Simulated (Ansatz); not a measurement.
TaN: hydrostatic pressure series

Level of theory: DFT r2SCAN, scalar-relativistic, plane waves, PAW in Ansatz 0.2.0. (500 eV cutoff, 16×16×16 k-mesh, Gaussian smearing of 0.10 eV, no spin polarisation)

The relaxed crystal:

```
Ta N
1.0
     0.00000    2.19827    2.19827
     2.19827    0.00000    2.19827
     2.19827    2.19827    0.00000
Ta N
1 1
Direct
  0.50000 0.50000 0.50000
  0.00000 0.00000 0.00000
```

Cell and atoms are relaxed at each pressure within the symmetry of the start, at zero temperature, so transitions that lower the symmetry aren't seen. The k-mesh given is that at zero pressure and may differ at others.

Spin–orbit coupling is left out, which can shift energies with elements as heavy as these.

Question: Give the structure at 25 GPa.

Answer:
```
Ta N
1.0
     0.00000    2.15322    2.15322
     2.15322    0.00000    2.15322
     2.15322    2.15322    0.00000
Ta N
1 1
Direct
  0.50000 0.50000 0.50000
  0.00000 0.00000 0.00000
```
The structure is cubic, space group Fm-3m (No. 225). The conventional cell has a = 4.306 Å, b = 4.306 Å, c = 4.306 Å, α = 90.00°, β = 90.00°, γ = 90.00°. Ta (site symmetry m-3m) has 6 N at 2.15 Å as nearest neighbours. Around N (site symmetry m-3m) lie 6 Ta at 2.15 Å.

This rock-salt form isn't the usual stable structure of the compound.